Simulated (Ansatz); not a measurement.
The cell is COD entry 1010409, as deposited and not checked against the literature; nothing was relaxed. It is an old determination, and later ones may differ.

Below is the log of a run of Ansatz 0.2.0.

```
Warning: crystal.symmetry: narrowed to the stabiliser of the k-point mesh — unitary ops 8 → 2; excluded 6 operations that carry a point of the 5×6×5 mesh (shift [0, 0, 0]) off the mesh (the run samples exactly the mesh kpoints.mp_grid names, as under crystal.symmetry.detect: false, and its converged state has the mesh's symmetry, not the crystal's; ε∞, the Born charges and the force constants of a linear response (`dielectric:` by the response, `phonons.method: dfpt`) are averaged over those of the crystal's operations that the state keeps within a tolerance, where `mesh_tensors`, `unaveraged_element` or `gamma_mean_max_change_ev_ang2` stands beside them; a row that `dielectric.field_direction` solves alone is averaged likewise, with nothing beside; a Γ-centred mesh of equal divisions is mapped onto itself by every operation and keeps the whole group, as does a half-shifted one under kpoints.further_shifts: images)
Si: projections on atomic orbitals take those of the free atom 1s2 2s2 2p6 3s2 3p2, of charge +0.00 (hamiltonian.pseudopotentials.projection_atoms)
S: projections on atomic orbitals take those of the free atom 1s2 2s2 2p6 3s2 3p4, of charge +0.00 (hamiltonian.pseudopotentials.projection_atoms)
LAPW: plane waves up to 8.362 Å⁻¹, error target 1.0e-3 eV per atom; small_component_spin mean_spin; Si in spheres of 1.103 Å, 12 of its electrons in bands, Dirac shells []; S in spheres of 1.060 Å, 14 of its electrons in bands, Dirac shells []
Engine: ansatz 0.2.0
Pseudopotentials: kind: all_electron
Pseudopotential: Si, LAPW, valence charge 12, Koelling and Harmon's equation, gaussian nucleus
Pseudopotential: S, LAPW, valence charge 14, Koelling and Harmon's equation, gaussian nucleus
Functional definition: PBE
  parameter kappa = 0.804
  parameter beta = 0.06672455060314922
  exchange = pbe_x(kappa = kappa, mu = beta*pi^2/3)
  correlation = pbe_c(beta = beta)
Crystal: 6 atoms, lattice volume = 149.775 Å³
Basis set: ecut = 266.40620844896506 eV, 1493 PW (Γ), FFT grids on a1+a2, a2+a3, a3, exchange–correlation at level 2
Bands: 48, of which v1, the nominal top of the filled ones, is band 40 counted from 1 (39 counted from 0)
Symmetry: 2 space group operations
k-points: 76 of 150
Non-local potential: Si, projectors of the file, none
Non-local potential: S, projectors of the file, none
Initial density: superposition of atomic densities (chi_scale 0.1, normalization cell, long waves kept (reshape's long-wave potential 0.07 eV rms))
Initial wavefunctions: plane waves of lowest kinetic energy (no species holds an atomic orbital)
Functional: x = pbe(κ = 0.804, μ = 0.2195149727645171), c = pbe(β = 0.06672455060314922)
iter 1 solved again at ethr=3.50e-3 eV; its pass at ethr=1.00e-1 eV (dr2=2.80e0 eV) is discarded
SCF iter   1: F=—  HF=-59240.059294 eV  |F-HF|=—  |Δ(HF+E_count)|=         —  Δρ=3.92e-2  dr2=2.81e0  ethr=3.50e-3  ⟨swp⟩=2.0  Hψ=25663  notcnv=0
preconditioner: auto → Resta (q_TF=auto, 2.458 Å⁻¹)  ε∞=3.6  [insulator: Δε(μ)=3.209 eV  Ē_g=10.747 eV  σ=0.030 eV  W_gap=1.00  n_scr=34 (ndim 8)  ℏωp=17.2 eV  f_vac=0.142  D(μ)=0.00/eV (n_scr^D=0)  ε∞_Penn≈3.6]
SCF iter   2: F=—  HF=-59239.287518 eV  |F-HF|=—  |Δ(HF+E_count)|=   7.72e-1  Δρ=1.95e-2  dr2=6.95e-1  ethr=3.50e-3  ⟨swp⟩=2.0  Hψ=10185  notcnv=0
iter 3 solved again at ethr=6.43e-5 eV; its pass at ethr=8.68e-4 eV (dr2=5.14e-2 eV) is discarded
SCF iter   3: F=—  HF=-59239.149582 eV  |F-HF|=—  |Δ(HF+E_count)|=   1.38e-1  Δρ=5.11e-3  dr2=5.11e-2  ethr=6.43e-5  ⟨swp⟩=2.0  Hψ=18610  notcnv=0
SCF iter   4: F=—  HF=-59239.156555 eV  |F-HF|=—  |Δ(HF+E_count)|=         —  Δρ=1.22e-3  dr2=3.59e-3  ethr=6.39e-5  ⟨swp⟩=2.0  Hψ=10184  notcnv=0
the basis was enlarged: its passes take 5.5 MiB over the memory plan, 2 of 2 planned eigensolver slots
SCF iter   5: F=—  HF=-59239.159405 eV  |F-HF|=—  |Δ(HF+E_count)|=   2.85e-3  Δρ=4.39e-4  dr2=3.38e-4  ethr=4.49e-6  ⟨swp⟩=3.0  Hψ=10750  notcnv=0
SCF iter   6: F=—  HF=-59239.160166 eV  |F-HF|=—  |Δ(HF+E_count)|=   7.60e-4  Δρ=9.18e-5  dr2=1.62e-5  ethr=4.22e-7  ⟨swp⟩=3.0  Hψ=10886  notcnv=0
SCF iter   7: F=—  HF=-59239.160220 eV  |F-HF|=—  |Δ(HF+E_count)|=   5.44e-5  Δρ=1.63e-5  dr2=4.81e-7  ethr=2.03e-8  ⟨swp⟩=3.0  Hψ=10795  notcnv=0
SCF iter   8: F=-59239.160222 eV  HF=-59239.160222 eV  |F-HF|=9.39e-8  |Δ(HF+E_count)|=   1.82e-6  Δρ=4.42e-6  dr2=3.64e-8  ethr=6.02e-10  ⟨swp⟩=3.0  Hψ=10746  notcnv=0
SCF 1 converged in 8 iterations: F = -59239.160222 eV  dr2 = 3.64e-8
NSCF: frozen V_eff on 65 k-points
SCF converged after 8 iterations
Free energy (F): -59239.160222 eV
Harris-Foulkes:  -59239.160222 eV  (|F-HF|=9.39e-8)
Internal energy: -59239.160222 eV  (E = F + TS)
E sigma→0 (E₀):  -59239.160222 eV
Fermi energy:    4.962475 eV
--- Per-component energies (eV) ---
  E_band       = -6730.316593
  E_kinetic    = 59471.228769
  E_xc         = -3928.046920
  E_electrostatic = -114782.342071  (all electrons and nuclei)
  E_smearing   = -0.000000  (= −TS)
  E_closure    = 0.000000  (closes the sum)
  E_atoms      = -59208.043531  (free atoms, spherical and without spin; not in F)
  Σ components = -59239.160222   (vs F -59239.160222, Δ=0.00e0)
  Basis errors (estimates in eV, not in F): energy 5.5e-4 per atom: plane waves 5.1e-4 (3.1e-4 summed), levels above the bands 9.2e-77, relativity 1.5e-8, radial functions 4.1e-5, core shells 8.7e-11; eigenvalues (radial functions only) 1.6e-6; not estimated: angular momenta, meshes, grids; target (lapw.basis_error) 1.0e-3; muffin-tin radii Si 1.103 Å, S 1.060 Å
--- Forces (eV/Å), atoms counted from 1 ---
  atom   1  Si    -0.00000075     0.00000399    -0.00000306
  atom   2  Si     0.00000075    -0.00000399     0.00000306
  atom   3  S      0.43609835     0.27097058     0.00000051
  atom   4  S     -0.43609835    -0.27097058    -0.00000051
  atom   5  S     -0.43610282     0.27097222    -0.00000076
  atom   6  S      0.43610282    -0.27097222     0.00000076
  max |Σ_I F_I| component: 0.00e0 eV/Å
--- Stress (GPa, compression-positive) ---
       -0.908553       0.000032       0.000003
        0.000032      -0.027855       0.000018
        0.000003       0.000018       0.228778
  P = ⅓ Tr σ = -0.2359 GPa (-2.359 kbar)
--- Band table (eV; the first three rows and the last of 76) ---
  k-point 0: bands = ["-200.9974", "-200.9974", "-200.9974", "-200.9974", "-145.8304", "-145.8304", "-145.8304", "-145.8304", "-145.7944", "-145.7944", "-145.7944", "-145.7944", "-145.6842", "-145.6842", "-145.6842", "-145.6842", "-130.7745", "-130.7742", "-86.8317", "-86.8317", "-86.8315", "-86.8280", "-86.8213", "-86.8210", "-10.8478", "-8.7810", "-8.3516", "-8.1180", "-3.7801", "-2.4137", "-1.1577", "-0.1842", "-0.1223", "0.7442", "0.8090", "1.6490", "2.1048", "2.8188", "2.8983", "3.0186", "7.0711", "7.1976", "7.4536", "9.0983", "9.4703", "9.7503", "10.0336", "10.7797"]
  k-point 1: bands = ["-200.9974", "-200.9974", "-200.9974", "-200.9974", "-145.8304", "-145.8304", "-145.8304", "-145.8304", "-145.7944", "-145.7944", "-145.7944", "-145.7944", "-145.6842", "-145.6842", "-145.6842", "-145.6842", "-130.7745", "-130.7742", "-86.8317", "-86.8317", "-86.8315", "-86.8280", "-86.8213", "-86.8210", "-10.8018", "-8.7835", "-8.4076", "-8.1719", "-3.7894", "-2.2895", "-1.1729", "-0.2341", "-0.0030", "0.7184", "0.9120", "1.8688", "2.0178", "2.3038", "2.7936", "3.2727", "7.3304", "7.3973", "7.9031", "8.7269", "9.1205", "9.5398", "9.9413", "10.6570"]
  k-point 2: bands = ["-200.9974", "-200.9974", "-200.9974", "-200.9974", "-145.8304", "-145.8304", "-145.8304", "-145.8304", "-145.7944", "-145.7944", "-145.7944", "-145.7944", "-145.6842", "-145.6842", "-145.6842", "-145.6842", "-130.7745", "-130.7742", "-86.8317", "-86.8317", "-86.8315", "-86.8280", "-86.8213", "-86.8210", "-10.7212", "-8.7827", "-8.5229", "-8.2442", "-3.8036", "-2.0742", "-1.1480", "-0.3200", "0.2324", "0.6000", "1.2629", "1.5325", "1.8400", "2.2419", "2.6254", "3.5538", "7.4155", "8.1340", "8.2455", "8.3954", "8.7099", "9.6278", "9.9923", "10.2410"]
  k-point 75: bands = ["-200.9974", "-200.9974", "-200.9974", "-200.9974", "-145.8304", "-145.8304", "-145.8304", "-145.8304", "-145.7944", "-145.7944", "-145.7944", "-145.7944", "-145.6842", "-145.6842", "-145.6842", "-145.6842", "-130.7745", "-130.7743", "-86.8317", "-86.8315", "-86.8312", "-86.8285", "-86.8213", "-86.8210", "-10.5648", "-9.1341", "-8.4572", "-8.2520", "-3.3955", "-2.2062", "-0.9657", "-0.6474", "-0.3616", "1.1209", "1.2984", "1.5377", "2.2126", "2.4450", "2.5874", "3.3088", "7.0382", "7.7585", "8.1058", "8.4188", "9.0609", "9.4147", "9.9223", "10.0422"]
--- Löwdin populations: 6 sites ---
  site symbol       q [e]
     0     Si     13.2152
     1     Si     13.2152
     2      S     16.2547
     3      S     16.2547
     4      S     16.2547
     5      S     16.2547
  spilling = 0.005987 (of n_electrons = 92.000000)
```

The cell and starting positions:

```
CELL_PARAMETERS angstrom
-2.82500 4.78500 2.77000
2.82500 -4.78500 2.77000
2.82500 4.78500 -2.77000
ATOMIC_POSITIONS crystal
Si 0.75000 0.75000 0.00000
Si 0.25000 0.25000 0.00000
S 0.88300 0.78300 0.66600
S 0.11700 0.21700 0.33400
S 0.38300 0.71700 0.10000
S 0.61700 0.28300 0.90000
```

Parts of the input that the log doesn't repeat:

```yaml
  band_path:
    path:
      - [0.0, 0.0, 0.0]
      - [0.5, -0.5, 0.5]
      - [0.3371390917, -0.3371390917, 0.6628609083]
      - [-0.3371390917, 0.3371390917, 0.3371390917]
      - [0.0, 0.0, 0.0]
      - [0.3337790946, 0.3337790946, -0.3337790946]
      - [0.6662209054, -0.3337790946, 0.3337790946]
      - [0.5, -0.5, 0.5]
      - [0.0, 0.0, 0.0]
    npoints: 8
output:
  forces: true
  stress: true
  eigenvalues: true
  fatbands: true
  populations: true
  dos: { projected: true, de: 0.2, e_range: [-14, 8] }
```

Write the input that produced this log.


```yaml
crystal:
  lattice:
    - [-2.825, 4.785, 2.77]
    - [2.825, -4.785, 2.77]
    - [2.825, 4.785, -2.77]
  atoms:
    - { symbol: Si, position: [0.75, 0.75, 0.0] }
    - { symbol: Si, position: [0.25, 0.25, 0.0] }
    - { symbol: S, position: [0.883, 0.783, 0.666] }
    - { symbol: S, position: [0.117, 0.217, 0.334] }
    - { symbol: S, position: [0.383, 0.717, 0.1] }
    - { symbol: S, position: [0.617, 0.283, 0.9] }
kpoints:
  mp_grid: { grid: [5, 6, 5] }
  band_path:
    path:
      - [0.0, 0.0, 0.0]
      - [0.5, -0.5, 0.5]
      - [0.3371390917, -0.3371390917, 0.6628609083]
      - [-0.3371390917, 0.3371390917, 0.3371390917]
      - [0.0, 0.0, 0.0]
      - [0.3337790946, 0.3337790946, -0.3337790946]
      - [0.6662209054, -0.3337790946, 0.3337790946]
      - [0.5, -0.5, 0.5]
      - [0.0, 0.0, 0.0]
    npoints: 8
scf:
  occupations: { method: fermi_dirac, width: 0.03 }
hamiltonian:
  xc: pbe
  pseudopotentials: { kind: all_electron, lapw: { basis_error: 0.001 } }
output:
  forces: true
  stress: true
  eigenvalues: true
  fatbands: true
  populations: true
  dos: { projected: true, de: 0.2, e_range: [-14, 8] }
```
This is the input that was run; digits and keys that the log doesn't show could differ in an equivalent one.
